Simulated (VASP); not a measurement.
Set up this calculation in VASP 6.6.1, as the native input.

```yaml
Task: relaxation of cell and atoms
Functional: PBEsol
Dispersion: D3(BJ)
Potentials_or_basis: VASP PAW PBE potentials, release 64 (W_sv, S)
Cutoff: 520 eV
k_mesh: 9 × 9 × 9
Occupations: gaussian, width 0.02 eV
Spin: no spin polarisation
Further_INCAR_settings: ALGO = Fast; EDIFF = 1e-07; IBRION = 2; EDIFFG = -0.002; NSW = 80; ISIF = 3
```

The structure of WS2 lies in POSCAR:

```
WS2                                     
1.0
    1.5605481101      0.9009828762      5.8423334456
   -1.5605481101      0.9009828762      5.8423334456
    0.0000000000     -1.8019657429      5.8423334457
  W               S             
     1     2
Direct
     0.0006380172321933    0.0006380172321933    0.0006380172322922
     0.2444904363906770    0.2444904363906770    0.2444904363908219
     0.4235715463771237    0.4235715463771237    0.4235715463768799
```

Measurements of this composition are mostly on another form, of space group No. 194.

The input as run:

INCAR

```
ALGO     = Fast           # electronic algorithm
EDIFF    = 1E-7           # SCF threshold, eV
EDIFFG   = -0.002         # ionic threshold
ENCUT    = 520            # plane-wave cutoff, eV
GGA      = PS             # functional
IBRION   = 2              # ionic algorithm
ISIF     = 3              # what is computed and relaxed
ISMEAR   = 0              # smearing method
IVDW     = 12             # dispersion correction
LASPH    = T              # aspherical terms in the spheres
LCHARG   = F              # write CHGCAR
LREAL    = F              # projectors in reciprocal space
LWAVE    = F              # write WAVECAR
NELM     = 100            # most SCF steps
NSW      = 80             # ionic steps
PREC     = Accurate       # precision mode
SIGMA    = 0.02           # smearing width, eV
```

KPOINTS

```
k-points
0
Gamma
  9 9 9
```

Potentials or basis: VASP PAW PBE potentials, release 64 (W_sv, S).

Run with:

```sh
$ cat potpaw_PBE.64/W_sv/POTCAR potpaw_PBE.64/S/POTCAR > POTCAR
$ mpirun -np 1 vasp_std > vasp.out
```

Results of the run:

```json
{"Pressure after relaxing": "0.0 GPa", "Band gap on the k mesh": "0.85 eV, indirect (least direct gap 2.03 eV)", "Dispersion energy per atom": "-0.418 eV"}
```

Caveat: the relaxation stopped at its first step, so nothing moved; the PAW data sets were made with another functional, which shifts forces and pressure a little; spin-orbit coupling is left out, which moves the levels of the heavy elements; an odd mesh through Γ misses points on the zone boundary, where band edges often lie.

Run time: 2.6 min on 1 thread of Intel(R) Xeon(R) Platinum 8488C (Sapphire Rapids) (shared host), peak memory 0.36 GiB.
